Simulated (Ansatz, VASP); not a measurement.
## Two plane-wave programs on CdSe (Cadmoselite)

```
Cd Se
1.0
     4.30000    0.00000    0.00000
    -2.15000    3.72391    0.00000
     0.00000    0.00000    7.02000
Cd Se
2 2
Cartesian
  0.0000 2.4826 0.0000
  2.1500 1.2413 3.5100
  0.0000 2.4826 2.7027
  2.1500 1.2413 6.2127
```

Alike in both runs: task relaxation of cell and atoms; functional LDA; k mesh 8 × 8 × 4; occupations fermi-dirac, width 0.08 eV; no spin polarisation.

```csv
,VASP,Ansatz
version,VASP 6.6.1,Ansatz 0.2.0
potentials or method,"VASP PAW LDA potentials, release 64 (Cd, Se)","PAW with Ansatz's default frozen-core files, scalar-relativistic"
plane-wave cutoff (eV),600,420
valence electrons in the cell,36,72
```

```tsv
	VASP	Ansatz	Ansatz less VASP
relaxed volume (Å³/atom)	27.32	27.11	-0.213
relaxed cell length with the largest relative difference (Å)	6.960	6.942	-0.0184
energy change over the relaxation (meV/atom)	-8	-10	-2.0
```

The two sets of potentials don't hold the same shells in valence.

LDA usually gives volumes a few per cent too small. Zero-point motion and thermal expansion aren't in these numbers.
